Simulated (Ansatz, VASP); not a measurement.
**One calculation of C, two programs**

The input INCAR:

```
SYSTEM = C
PREC     = Accurate       ! precision mode
ENCUT    = 520            ! plane-wave cutoff, eV
EDIFF    = 1E-7           ! SCF threshold, eV
ISMEAR   = 0              ! smearing method
SIGMA    = 0.1            ! smearing width, eV
LREAL    = .FALSE.        ! projectors in reciprocal space
LASPH    = .TRUE.         ! aspherical terms in the spheres
NELM     = 150            ! most SCF steps
ALGO     = Normal         ! electronic algorithm
ISIF     = 2              ! what is computed and relaxed
LWAVE    = .FALSE.        ! write WAVECAR
LCHARG   = .FALSE.        ! write CHGCAR
ISPIN    = 2              ! spin polarisation
MAGMOM   = 1 1 1          ! initial moments
LORBIT   = 11             ! projections on sites
GGA      = PE             ! functional
NBANDS   = 17             ! bands
```

Contents of KPOINTS:

```
Automatic mesh
0
G
  6 6 6
  0 0 0
```

File POSCAR:

```
C
1.0
    2.5307314500      0.0000000000      0.0000000000
    0.0000000000      2.5307314500      0.0000000000
    0.0000000000      0.0000000000      3.0977972400
C
3
Direct
    0.0000000000      0.0000000000      0.4621215600
    0.0000000000      0.5000000000      0.9661566800
    0.5000000000      0.0000000000      0.9661566800
```

Input for Ansatz:

```yaml
crystal:
  lattice:
    - [2.53073145, 0.0, 0.0]
    - [0.0, 2.53073145, 0.0]
    - [0.0, 0.0, 3.09779724]
  atoms:
    - { symbol: C, position: [0.0, 0.0, 0.46212156], spin: 1.0 }
    - { symbol: C, position: [0.0, 0.5, 0.96615668], spin: 1.0 }
    - { symbol: C, position: [0.5, 0.0, 0.96615668], spin: 1.0 }
basis:
  ecutwfc: 420
kpoints:
  mp_grid: { grid: [6, 6, 6] }
hamiltonian:
  xc: pbe
scf:
  occupations: { method: gaussian, width: 0.1 }
  lower_state_search: "off"
output:
  forces: true
  stress: true
  eigenvalues: true
  populations: true
magnetization:
  spin_polarized: true
```

Alike in both runs: task single point; functional PBE; k mesh 6 × 6 × 6; occupations gaussian, width 0.1 eV; collinear spin.

|  | VASP | Ansatz |
| --- | --- | --- |
| version | VASP 6.6.1 | Ansatz 0.2.0 |
| potentials or method | VASP PAW PBE potentials, release 64 (C) | scalar-relativistic, plane waves, PAW |
| plane-wave cutoff (eV) | 520 | 420 |
| valence electrons in the cell | 12 | 12 |

Ansatz gave:

- gap on the k mesh at the Fermi level (eV): none
- pressure (GPa): -8.1
- largest component of the traceless stress (GPa): 14.76
- rms of the force components (eV/Å): 0.113
- net moment per atom (μB): 0.00

Task: What did VASP give for the same quantities?

Result: gap on the k mesh at the Fermi level (eV): none; pressure (GPa): -8.0; largest component of the traceless stress (GPa): 14.72; rms of the force components (eV/Å): 0.112; net moment per atom (μB): 0.00.

Atom by atom the forces differ by 0.000 eV/Å (rms over components). A gap of «none» marks a metal or a gap that the smearing closes. With one functional, cell and mesh, what is left measures potentials, basis and numerics. Ansatz warned: «seeded_moment_not_kept».

Caveats: the k mesh is coarse (spacing up to 0.41 Å⁻¹), so the values aren't converged.
